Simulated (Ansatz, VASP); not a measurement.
## Two plane-wave programs on TaN

The input INCAR:

```
PREC = Accurate ; ENCUT = 520
EDIFF = 1E-6 ; ISMEAR = 0
SIGMA = 0.1 ; LREAL = False
LASPH = True ; NELM = 150
ALGO = Normal ; ISIF = 2
LWAVE = False ; LCHARG = True
ISPIN = 2 ; MAGMOM = 1 0
LORBIT = 11 ; LMAXMIX = 4
GGA = PE ; LELF = True
LVHAR = True ; NBANDS = 19
```

File KPOINTS:

```
regular mesh
0
Gamma
  8 8 8
```

POSCAR

```
TaN
1.0
    0.0000000000      2.1933116124      2.1933116124
    2.1933116124      0.0000000000      2.1933116124
    2.1933116124      2.1933116124      0.0000000000
Ta N
1 1
Direct
    0.0000000000      0.0000000000      0.0000000000
    0.5000000000      0.5000000000      0.5000000000
```

Input for Ansatz:

```yaml
crystal:
  lattice:
    - [0.0, 2.1933116125, 2.1933116125]
    - [2.1933116125, 0.0, 2.1933116125]
    - [2.1933116125, 2.1933116125, 0.0]
  atoms:
    - { symbol: Ta, position: [0.0, 0.0, 0.0], spin: 1.0 }
    - { symbol: "N", position: [0.5, 0.5, 0.5] }
basis:
  ecutwfc: 420
kpoints:
  mp_grid: { grid: [8, 8, 8] }
hamiltonian:
  xc: pbe
scf:
  occupations: { method: gaussian, width: 0.1 }
  lower_state_search: "off"
output:
  forces: true
  stress: true
  eigenvalues: true
  populations: true
magnetization:
  spin_polarized: true
```

Alike in both runs: task single point; functional PBE; k mesh 8 × 8 × 8; occupations gaussian, width 0.1 eV; collinear spin.

|  | VASP | Ansatz |
| --- | --- | --- |
| version | VASP 6.6.1 | Ansatz 0.2.0 |
| potentials or method | VASP PAW PBE potentials, release 64 (Ta_pv, N) | scalar-relativistic, plane waves, PAW |
| plane-wave cutoff (eV) | 520 | 420 |
| valence electrons in the cell | 16 | 18 |

```csv
,VASP,Ansatz,Ansatz less VASP
gap on the k mesh at the Fermi level (eV),none,none,-
pressure (GPa),8.2,7.3,-0.85
net moment per atom (μB),0.00,0.00,0.000
```

A gap of «none» marks a metal or a gap that the smearing closes. With one functional, cell and mesh, what is left measures potentials, basis and numerics. The two sets of potentials don't hold the same shells in valence. Ansatz warned: «seeded_moment_not_kept».

The runs have no spin-orbit coupling, so splittings on Ta are missing.
